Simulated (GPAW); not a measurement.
Band structure of Sb2Te3 (R-3m, 5 atoms in the cell).

```yaml
crystal:
  lattice:
    - [2.11516, 1.22119, 10.41134]
    - [-2.11516, 1.22119, 10.41134]
    - [0.00000, -2.44238, 10.41134]
  atoms:
    - { symbol: Sb, position: [0.60420, 0.60420, 0.60420] }
    - { symbol: Sb, position: [0.39580, 0.39580, 0.39580] }
    - { symbol: Te, position: [0.78254, 0.78254, 0.78254] }
    - { symbol: Te, position: [0.21746, 0.21746, 0.21746] }
    - { symbol: Te, position: [0.00000, 0.00000, 0.00000] }
```

Method of the run: PBE, GPAW PAW datasets PBE (gpaw-data 1.0.1) (plane waves; GPAW 25.7.0).

Settings: mode = pw; ecut = 600 eV; xc = PBE; kpts = 4 4 4; mesh shift (steps) = 0 0 0; occupations.name = methfessel-paxton; occupations.width = 0.05 eV; occupations.order = 0; nbands = -4; convergence.forces = 0.001 eV/Å; convergence.bands = -2; symmetry.symmorphic = false; symmetry.tolerance = 0.0005; maxiter = 100.

The starting cell comes from a database of computed structures (which also holds hypothetical and non-ambient phases and stackings), without a prior relaxation at this level. Its lattice was rescaled by a random factor within 2.5 % of one. Spin-orbit coupling is off.

Problem. Predict the gap along the standard path and the places of the band edges.

Solution. The gap along the path is 0.28 eV, direct at Γ to within 0.01 eV.

Levels in eV from the top of the valence band on the SCF mesh, bands 21 to 28:
```csv
point,21,22,23,24,25,26,27,28
Γ,-1.85,-1.14,-1.14,0.00,0.28,0.59,0.59,1.89
L,-3.11,-2.23,-1.30,-0.72,0.52,1.18,2.34,2.77
B1,-3.09,-2.05,-1.08,-0.80,1.15,1.53,2.34,3.31
B,-3.09,-2.05,-1.08,-0.80,1.15,1.53,2.34,3.31
Z,-1.25,-1.25,-1.04,-0.52,0.58,0.81,0.81,1.72
X,-3.30,-2.03,-1.16,-0.78,1.10,1.88,2.06,3.49
Q,-3.30,-2.03,-1.16,-0.78,1.10,1.88,2.06,3.49
F,-2.20,-1.85,-1.57,-1.22,0.84,1.13,1.72,2.76
P1,-2.55,-1.65,-1.49,-1.24,0.94,1.17,1.55,2.65
P,-2.55,-1.65,-1.49,-1.24,0.94,1.17,1.55,2.65
```
